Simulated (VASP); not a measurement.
# Ta (R-3m) in VASP: notebook

One crystal, Ta, is run at these levels: LDA; tasks: single point.

Program: VASP 6.6.1. These are calculated values, not measurements. Logs are shortened: lines on timing, memory, paths and dates and some standing lists are left out, and cuts for length are marked.

### 1 Starting point

Symmetry: R-3m, No. 166, trigonal system. The conventional cell has a = 4.931 Å, b = 4.931 Å, c = 2.566 Å, α = 90.00°, β = 90.00°, γ = 120.00°. Around Ta (site symmetry -3m) lie 2 Ta at 2.57 Å.

This isn't the form of Ta at room conditions, which is bcc.

### 2 Single point, LDA

Contents of INCAR:

```
PREC     = Accurate       # precision mode
ENCUT    = 520            # plane-wave cutoff, eV
EDIFF    = 1E-6           # SCF threshold, eV
ISMEAR   = 0              # smearing method
SIGMA    = 0.15           # smearing width, eV
LREAL    = False          # projectors in reciprocal space
LASPH    = True           # aspherical terms in the spheres
NELM     = 100            # most SCF steps
ALGO     = Fast           # electronic algorithm
ISIF     = 2              # what is computed and relaxed
LWAVE    = False          # write WAVECAR
LCHARG   = False          # write CHGCAR
NBANDS   = 12             # bands
```

Contents of KPOINTS:

```
regular mesh
0
Gamma
  22 22 22
```

Contents of POSCAR:

```
Ta
1.0
   -1.8303622268      1.6560420147      1.6560420147
    1.6560420147     -1.8303622268      1.6560420147
    1.6560420147      1.6560420147     -1.8303622268
Ta
1
Direct
    0.0000000000      0.0000000000      0.0000000000
```

Potentials or basis: VASP PAW LDA potentials, release 64 (Ta_pv).

Started as:

```bash
$ cat potpaw_LDA.64/Ta_pv/POTCAR > POTCAR
$ mpirun -np 1 vasp_std > vasp.out
```

OUTCAR:

```text
PREC = Accurate
   ENCUT = 520
   EDIFF = 1E-6
   ISMEAR = 0
   LREAL = False
   LASPH = True
   NELM = 100
   ISIF = 2

 ion  position               nearest neighbor table
   1  0.000  0.000  0.000-

  LATTYP: Found a trigonal (rhomboedric) cell.
 ALAT       =     2.9724024274
 COS(alpha) =    -0.3757523646

  Lattice vectors:

 A1 = (  -1.8303622268,   1.6560420147,   1.6560420147)
 A2 = (   1.6560420147,  -1.8303622268,   1.6560420147)
 A3 = (   1.6560420147,   1.6560420147,  -1.8303622268)

Analysis of symmetry for initial positions (statically):
=====================================================================
 Subroutine PRICEL returns:
 Original cell was already a primitive cell.

 Routine SETGRP: Setting up the symmetry group for a
 trigonal (rhombohedral) supercell.

 Subroutine GETGRP returns: Found 12 space group operations
 (whereof 12 operations were pure point group operations)
 out of a pool of 12 trial point group operations.

The static configuration has the point symmetry D_3d.

Analysis of symmetry for dynamics (positions and initial velocities):
=====================================================================
 Subroutine PRICEL returns:
 Original cell was already a primitive cell.

 Routine SETGRP: Setting up the symmetry group for a
 trigonal (rhombohedral) supercell.

 Subroutine GETGRP returns: Found 12 space group operations
 (whereof 12 operations were pure point group operations)
 out of a pool of 12 trial point group operations.

The dynamic configuration has the point symmetry D_3d.

 Subroutine INISYM returns: Found 12 space group operations
 (whereof 12 operations are pure point group operations),
 and found     1 'primitive' translations

----------------------------------------------------------------------------------------

                                     Primitive cell

  volume of cell :      18.0104

  direct lattice vectors                    reciprocal lattice vectors
    -1.830362227  1.656042015  1.656042015     0.033744526  0.320572998  0.320572998
     1.656042015 -1.830362227  1.656042015     0.320572998  0.033744526  0.320572998
     1.656042015  1.656042015 -1.830362227     0.320572998  0.320572998  0.033744526

  length of vectors
     2.972402427  2.972402427  2.972402427     0.454612788  0.454612788  0.454612788

  position of ions in fractional coordinates (direct lattice)
     0.000000000  0.000000000  0.000000000

  ion indices of the primitive-cell ions
   primitive index   ion index
                 1           1

----------------------------------------------------------------------------------------

 KPOINTS: regular mesh

Automatic generation of k-mesh.
 Grid dimensions read from file:
 generate k-points for:   22   22   22

 Generating k-lattice:

  Cartesian coordinates                     Fractional coordinates (reciprocal lattice)
     0.001533842  0.014571500  0.014571500     0.045454545 -0.000000000 -0.000000000
     0.014571500  0.001533842  0.014571500    -0.000000000  0.045454545 -0.000000000
     0.014571500  0.014571500  0.001533842    -0.000000000 -0.000000000  0.045454545

  Length of vectors
     0.020664218  0.020664218  0.020664218

  Shift w.r.t. Gamma in fractional coordinates (k-lattice)
     0.000000000  0.000000000  0.000000000

 Subroutine IBZKPT returns following result:
 ===========================================

 Found   1024 irreducible k-points:

 Following reciprocal coordinates:
            Coordinates               Weight
  0.000000  0.000000  0.000000      1.000000
  0.045455 -0.000000 -0.000000      6.000000
  0.090909 -0.000000 -0.000000      6.000000
  0.136364  0.000000  0.000000      6.000000
  0.181818 -0.000000 -0.000000      6.000000
  0.227273  0.000000  0.000000      6.000000
[... 16 lines left out ...]
  0.500000  0.045455 -0.000000     12.000000
 -0.454545  0.045455  0.000000     12.000000
 [... further k-points ...]
   k-points           NKPTS =   1024   k-points in BZ     NKDIM =   1024   number of bands    NBANDS=     12
   number of dos      NEDOS =    301   number of ions     NIONS =      1
   total plane-waves  NPLWV =  13824
   dimension x,y,z NGX =    24 NGY =   24 NGZ =   24
   dimension x,y,z NGXF=    48 NGYF=   48 NGZF=   48
   ions per type =               1
   NGX,Y,Z   is equivalent  to a cutoff of  13.42, 13.42, 13.42 a.u.
   NGXF,Y,Z  is equivalent  to a cutoff of  26.85, 26.85, 26.85 a.u.
 SYSTEM =  unknown system
   PREC   = accura    normal or accurate (medium, high low for compatibility)
   ISTART =      0    job   : 0-new  1-cont  2-samecut
   ICHARG =      2    charge: 1-file 2-atom 10-const
   ISPIN  =      1    spin polarized calculation?
   LNONCOLLINEAR =      F non collinear calculations
   LSORBIT =      F    spin-orbit coupling
   LASPH  =      T    aspherical Exc in radial PAW
   ENCUT  =  520.0 eV  38.22 Ry    6.18 a.u.   5.53  5.53  5.53*2*pi/ulx,y,z
   NELM   =    100;   NELMIN=  2; NELMDL= -5     # of ELM steps
   EDIFF  = 0.1E-05   stopping-criterion for ELM
   LREAL  =      F    real-space projection
   EDIFFG = 0.1E-04   stopping-criterion for IOM
   NSW    =      0    number of steps for IOM
   IBRION =     -1    ionic relax: 0-MD 1-quasi-New 2-CG
   NFREE  =      0    steps in history (QN), initial steepest desc. (CG)
   ISIF   =      2    stress and relaxation
   ISYM   =      2    0-nonsym 1-usesym 2-fastsym
   POTIM  = 0.5000    time-step for ionic-motion
   TEBEG  =    0.0;   TEEND  =   0.0 temperature during run
   PSTRESS=    0.0 pullay stress
   NELECT =      11.0000    total number of electrons
   NUPDOWN=      -1.0000    fix difference up-down
   EMIN   =  10.00;   EMAX   =-10.00  energy-range for DOS
   EFERMI =   0.00;   METHOD = LEGACY
   ISMEAR =     0;   SIGMA  =   0.15  broadening in eV -4-tet -1-fermi 0-gaus
   EFERMI_NEDOS =   21; number of points for ismear=-14 and -15
   IALGO  =     68    algorithm
   IMIX   =      4    mixing-type and parameters
     AMIX     =   0.40;   BMIX     =  1.00
     AMIX_MAG =   1.60;   BMIX_MAG =  1.00
  volume/ion in A,a.u.               =      18.01       121.54
  Fermi-wavevector in a.u.,A,eV,Ry     =   1.388988  2.624806 26.249534  1.929286
  Thomas-Fermi vector in A             =   2.513061
   LORBIT       =      0    0 simple, 1 ext, 2 COOP (PROOUT), +10 PAW based schemes
   GGA     = CA    functional components
   LHFCALC =     F    Hartree Fock is set to
   AEXX    =    0.0000 exact exchange contribution
   IVDW    =     0    specifies the selected vdW correction
   LEPSILON=     F    determine dielectric tensor
   LRPA    =     F    only Hartree local field effects (RPA)
 non-spin polarized calculation
 RMM-DIIS sequential band-by-band and
 Gauss-broadening in eV      SIGMA  =   0.15
  energy-cutoff  :      520.00
  volume of cell :       18.01
 maximum number of plane-waves:       498
 NGX is ok and might be reduce to    24
   NGX = 11   NGY = 11   NGZ = 11

 number of electron      10.9999999 magnetization

 Free energy of the ion-electron system (eV)
  ---------------------------------------------------
  ext. energy  EPLUGINS =         0.00000000
  ---------------------------------------------------
  free energy    TOTEN  =       -12.69644800 eV

  energy without entropy =      -12.68416402  energy(sigma->0) =      -12.69030601

 E-fermi :   5.5438     XC(G=0): -12.7687

 val. band max:        5.5408856293   @ k =   0.2727   0.2273  -0.0000
 cond. band min:       5.5451207728   @ k =  -0.2273   0.4091   0.1818
 fundamental gap:      0.0042351435
 Fermi energy:         5.5437631461

 k-point     1 :       0.0000    0.0000    0.0000
  band No.  band energies     occupation
      1     -27.6890      2.00000
      2     -27.6890      2.00000
      3     -26.9918      2.00000
      4      -2.3971      2.00000
      5       4.3589      2.00000
      6       6.2803      0.00000
      7       6.2803      0.00000
      8      10.2394      0.00000
      9      10.2394      0.00000
     10      18.5915      0.00000
     11      21.5908      0.00000
     12      21.5950      0.00000

 k-point     2 :       0.0455   -0.0000   -0.0000
  band No.  band energies     occupation
      1     -27.6958      2.00000
      2     -27.6867      2.00000
      3     -27.0396      2.00000
      4      -2.2898      2.00000
      5       4.4716      2.00000
      6       6.2421      0.00000
      7       6.3335      0.00000
      8      10.0040      0.00000
      9      10.1358      0.00000
     10      18.7093      0.00000
     11      19.1274      0.00000
     12      21.8491      0.00000

 k-point     3 :       0.0909   -0.0000   -0.0000
  band No.  band energies     occupation
      1     -27.7165      2.00000
      2     -27.6800      2.00000
      3     -27.1764      2.00000
      4      -1.9778      2.00000
      5       4.7999      2.00000
      6       6.1277      0.00000
      7       6.4927      0.00000
      8       9.4011      0.00000
      9       9.8663      0.00000
     10      19.0480      0.00000
     11      19.1271      0.00000
     12      22.5647      0.00000
[... 286 lines left out ...]
 k-point    23 :       0.5000    0.0455   -0.0000
  band No.  band energies     occupation
      1     -29.0852      2.00000
      2     -27.9483      2.00000
      3     -27.5854      2.00000
      4       1.2295      2.00000
      5       4.0004      2.00000
      6       7.7609      0.00000
      7       8.6435      0.00000
      8       9.3351      0.00000
      9      12.9092      0.00000
     10      17.0133      0.00000
     11      19.0715      0.00000
     12      19.4491      0.00000

 k-point    24 :      -0.4545    0.0455    0.0000
  band No.  band energies     occupation
      1     -28.9803      2.00000
      2     -27.9481      2.00000
      3     -27.5937      2.00000
      4       1.2515      2.00000
      5       4.1031      2.00000
      6       7.1654      0.00000
      7       8.9003      0.00000
      8       9.2373      0.00000
      9      12.4794      0.00000
     10      17.3615      0.00000
     11      18.8712      0.00000
     12      19.2014      0.00000

 [... further k-points ...]
[... 5 lines left out ...]
  --------------------------------------------------------------------------------------
  -------------------------------------------------------------------------------------
  Total       -0.5441009     -0.5441009     -0.5441009      0.9018291      0.9018291      0.9018291
  in kB      -48.4025103    -48.4025103    -48.4025103     80.2255446     80.2255446     80.2255446
  external PRESSURE =     -48.4025103 kB  Pullay stress =       0.0000000 kB

 VOLUME and BASIS-vectors are now :
 -----------------------------------------------------------------------------
  energy-cutoff  :      520.00
  volume of cell :       18.01
      direct lattice vectors                 reciprocal lattice vectors
    -1.830362227  1.656042015  1.656042015     0.033744526  0.320572998  0.320572998
     1.656042015 -1.830362227  1.656042015     0.320572998  0.033744526  0.320572998
     1.656042015  1.656042015 -1.830362227     0.320572998  0.320572998  0.033744526

 POSITION                                       TOTAL-FORCE (eV/Angst)
 -----------------------------------------------------------------------------------
      0.00000      0.00000      0.00000         0.000000     -0.000000      0.000000
 -----------------------------------------------------------------------------------
    total drift:                                0.000000      0.000000      0.000000

  FREE ENERGIE OF THE ION-ELECTRON SYSTEM (eV)
  ---------------------------------------------------
  free  energy   TOTEN  =       -12.6964480024 eV

  energy  without entropy=      -12.6841640200  energy(sigma->0) =      -12.69030601
```

It took 64 s on 1 thread of Intel Xeon 6975P-C (Granite Rapids), shared host; peak memory 0.31 GiB.

What came out:

| Item | Value |
| --- | --- |
| Free energy | -12.6964 eV |
| Pressure | -4.8 GPa |
| Band gap on the k mesh | none (metal or under the smearing width) |

Stress tensor (GPa, compression positive):
```
-4.84  8.02  8.02
 8.02 -4.84  8.02
 8.02  8.02 -4.84
```

Levels at points of the mesh, in eV from the Fermi level:
```tsv
k point	band 3	band 4	band 5	band 6	band 7	band 8	band 9	band 10
(0.00, 0.00, 0.00)	-32.54	-7.94	-1.18	0.74	0.74	4.70	4.70	13.05
(0.50, 0.00, 0.00)	-33.12	-4.38	-1.56	2.55	3.05	3.60	7.39	11.27
(0.50, 0.50, 0.00)	-32.60	-4.64	-2.26	0.82	4.94	5.51	7.04	9.99
(0.50, 0.50, 0.50)	-33.67	-4.00	-4.00	5.54	5.54	8.16	8.20	8.20
```

[end of part 1 of 2]
